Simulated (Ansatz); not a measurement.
## ZrS2 under changes of volume

One of the cells (23.763 Å³/atom); the others are scaled copies at fixed shape and fractional positions:

```
Zr S
1.0
     3.69138    0.00000    0.00000
    -1.84569    3.19683    0.00000
     0.00000    0.00000    6.04108
Zr S
1 2
Direct
  0.00000 0.00000 0.00000
  0.33333 0.66667 0.23791
  0.66667 0.33333 0.76209
```

The cell is a database's computed one.

* Program: Ansatz 0.2.0
* Functional: PBE
* Potentials or basis: Ansatz PAW
* Cutoff: 420 eV (not typed: the program's choice for these potentials)
* k mesh: 8 × 8 × 5
* Occupations: fermi-dirac, width 0.05 eV
* Spin: spin-orbit coupling, no magnetisation

| volume (Å³/atom) | energy over the lowest point (meV/atom) | pressure (GPa) | gap on the mesh (eV) | largest force (eV/Å) |
| --- | --- | --- | --- | --- |
| 22.337 | ? | ? | ? | ? |
| 22.813 | 14.24 | 4.5 | 1.03 | 0.536 |
| 23.288 | 4.18 | 2.4 | 1.04 | 0.281 |
| 23.763 | 0.00 | 0.5 | 1.05 | 0.044 |
| 24.238 | 1.14 | -1.2 | 1.06 | 0.176 |
| 24.714 | 7.09 | -2.8 | 1.07 | 0.380 |
| 25.189 | 17.38 | -4.2 | 1.07 | 0.571 |

Question: What does the run at 22.337 Å³/atom give?

Answer: Energy over the lowest point 30.81 meV/atom; pressure 6.8 GPa; gap on the mesh 1.01 eV; largest force 0.811 eV/Å.

Worked out: A Birch-Murnaghan fit of order 3 (a polynomial in V^(-2/3)) to the other rows has its minimum at 23.89 Å³/atom with B0 = V·E''(V) = 88 GPa and B' = 4.1 at fixed shape and positions, which overstates the stiffness. It gives 30.86 meV/atom at 22.337 Å³/atom, against the run's 30.81, and -dE/dV = 6.8 GPa, against 6.8. A straight line through the other rows of the gap, of slope 0.433 eV per unit of ln V, extrapolates to 1.02 eV, against the run's 1.01.

Energies are extrapolated to zero smearing.

Caveats: odd divisions of the mesh miss points on the zone boundary, where band edges often lie, so the gap on the mesh can be too wide; this functional lacks dispersion, which binds the layers, so the pressure and a relaxed spacing across them are unreliable.

A mesh can miss the band edges.
